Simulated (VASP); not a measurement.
Output of a VASP run:

**OSZICAR**
```
       N       E                     dE             d eps       ncg     rms          rms(c)
DAV:   1     0.756551630542E+02    0.75655E+02   -0.52182E+03   840   0.765E+02
DAV:   2    -0.217364524462E+01   -0.77829E+02   -0.72899E+02  1272   0.159E+02
DAV:   3    -0.683431582176E+01   -0.46607E+01   -0.46500E+01  1068   0.447E+01
DAV:   4    -0.687456243850E+01   -0.40247E-01   -0.40236E-01   976   0.523E+00
DAV:   5    -0.687514604946E+01   -0.58361E-03   -0.58354E-03  1076   0.581E-01    0.241E+00
DAV:   6    -0.651996186933E+01    0.35518E+00   -0.61219E-01   940   0.470E+00    0.186E+00
DAV:   7    -0.647880787492E+01    0.41154E-01   -0.20937E-01  1128   0.264E+00    0.109E+00
DAV:   8    -0.648003980469E+01   -0.12319E-02   -0.14277E-02   984   0.903E-01    0.136E-01
DAV:   9    -0.648021755799E+01   -0.17775E-03   -0.28573E-03  1068   0.354E-01    0.105E-01
DAV:  10    -0.648037471566E+01   -0.15716E-03   -0.22891E-04  1004   0.128E-01    0.235E-02
DAV:  11    -0.648039206833E+01   -0.17353E-04   -0.36340E-05  1004   0.456E-02    0.550E-03
DAV:  12    -0.648039138753E+01    0.68080E-06   -0.59477E-06  1020   0.163E-02
   1 F= -.64803914E+01 E0= -.64803914E+01  d E =-.235461E-10
```

**OUTCAR**
```
------------------------ aborting loop because EDIFF is reached ----------------------------------------
  FORCE on cell =-STRESS in cart. coord.  units (eV):
  Direction    XX          YY          ZZ          XY          YZ          ZX
  --------------------------------------------------------------------------------------
  Total        0.9397116      0.9397116      0.9397116     -0.0000000      0.0000000      0.0000000
  in kB       22.8736417     22.8736417     22.8736417     -0.0000000      0.0000000      0.0000000
  external PRESSURE =      22.8736417 kB  Pullay stress =       0.0000000 kB
  volume of cell :       65.82
      direct lattice vectors                 reciprocal lattice vectors
     4.037600000  0.000000000  0.000000000     0.247671884  0.000000000  0.000000000
     0.000000000  4.037600000  0.000000000     0.000000000  0.247671884  0.000000000
     0.000000000  0.000000000  4.037600000     0.000000000  0.000000000  0.247671884
 POSITION                                       TOTAL-FORCE (eV/Angst)
 -----------------------------------------------------------------------------------
      0.00000      0.00000      0.00000         0.000000      0.000000      0.000000
      2.01880      2.01880      2.01880         0.000000      0.000000      0.000000
 -----------------------------------------------------------------------------------
    total drift:                                0.000000      0.000000     -0.000000
  FREE ENERGIE OF THE ION-ELECTRON SYSTEM (eV)
  ---------------------------------------------------
  free  energy   TOTEN  =        -6.4803913875 eV

  energy  without entropy=       -6.4803913875  energy(sigma->0) =       -6.48039139
```
(Selected blocks of OUTCAR.)

**POSCAR**
```
CsCl
1
    4.0376000000     0.0000000000     0.0000000000
    0.0000000000     4.0376000000     0.0000000000
    0.0000000000     0.0000000000     4.0376000000
Cs Cl
1 1
Direct
  0.0000000000   0.0000000000   0.0000000000
  0.5000000000   0.5000000000   0.5000000000
```

### Question
Reconstruct the remaining input files.

### Answer
One answer among several that fit: the input of the run itself, PBE GGA, plane waves, VASP's PBE PAW potentials (set 64).

### KPOINTS
```
Automatic
0
gamma
  8 8 8
0 0 0
```

### INCAR
```
ALGO = Normal
EDIFF = 1E-6
ENCUT = 300
GGA = PE
ISIF = 2
ISMEAR = -1
LASPH = .True.
LCHARG = .False.
LMAXMIX = 4
LREAL = .False.
LWAVE = .False.
NELM = 100
PREC = Accurate
SIGMA = 0.05
SYSTEM = CsCl
```

POTCAR, in this order: Cs_sv Cl (PBE.64 set). Program: vasp_std.

At this cut-off the stress carries a Pulay error, which pulls relaxed volumes low.

The structure is a typed CsCl crystal (Pm-3m). The cell was not relaxed at this level, and its volume differs by -5.9 % from the start's.
